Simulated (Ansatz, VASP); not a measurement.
Two plane-wave programs on Pd

INCAR

```
PREC     = Accurate       # precision mode
ENCUT    = 520            # plane-wave cutoff, eV
EDIFF    = 1E-6           # SCF threshold, eV
ISMEAR   = -1             # smearing method
SIGMA    = 0.05           # smearing width, eV
LREAL    = False          # projectors in reciprocal space
LASPH    = True           # aspherical terms in the spheres
NELM     = 150            # most SCF steps
ALGO     = Normal         # electronic algorithm
ISIF     = 2              # what is computed and relaxed
LWAVE    = False          # write WAVECAR
LCHARG   = False          # write CHGCAR
ISPIN    = 2              # spin polarisation
MAGMOM   = 0.5            # initial moments
LORBIT   = 11             # projections on sites
LMAXMIX  = 4              # l up to which the mixer works
GGA      = PS             # functional
NBANDS   = 15             # bands
```

Contents of KPOINTS:

```
regular mesh
0
Gamma
  23 23 23
```

The input POSCAR:

```
Pd
1.0
   -1.5424331855      1.5424331855      1.5424331855
    1.5424331855     -1.5424331855      1.5424331855
    1.5424331855      1.5424331855     -1.5424331855
Pd
1
Direct
    0.0000000000      0.0000000000      0.0000000000
```

Input for Ansatz:

```yaml
crystal:
  lattice:
    - [-1.5424331855, 1.5424331855, 1.5424331855]
    - [1.5424331855, -1.5424331855, 1.5424331855]
    - [1.5424331855, 1.5424331855, -1.5424331855]
  atoms:
    - { symbol: Pd, position: [0.0, 0.0, 0.0], spin: 0.5 }
hamiltonian:
  xc: pbesol
  pseudopotentials:
    kind: paw
    azcp:
      Pd: "pseudopotentials/Pd.paw.azcp"
basis:
  ecutwfc: 420
  fft_grid_basis: typed
kpoints:
  mp_grid: { grid: [23, 23, 23], shift: [0, 0, 0] }
magnetization:
  spin_polarized: true
scf:
  occupations: { method: fermi_dirac, width: 0.05 }
```

This isn't the form of Pd at room conditions, which is fcc.

Alike in both runs: task single point; functional PBEsol; k mesh 23 × 23 × 23; occupations fermi-dirac, width 0.05 eV; collinear spin.

```csv
,VASP,Ansatz
version,VASP 6.6.1,Ansatz 0.2.0
potentials or method,"VASP PAW PBE potentials, release 64 (Pd)","plane waves (420 eV) with PAW, scalar-relativistic"
plane-wave cutoff (eV),520,420
valence electrons in the cell,10,18
```

|  | VASP | Ansatz | Ansatz less VASP |
| --- | --- | --- | --- |
| net moment per atom (μB) | 0.00 | 0.00 | 0.000 |

The two sets of potentials don't hold the same shells in valence. Ansatz warned: «pseudo_functional_mismatch».
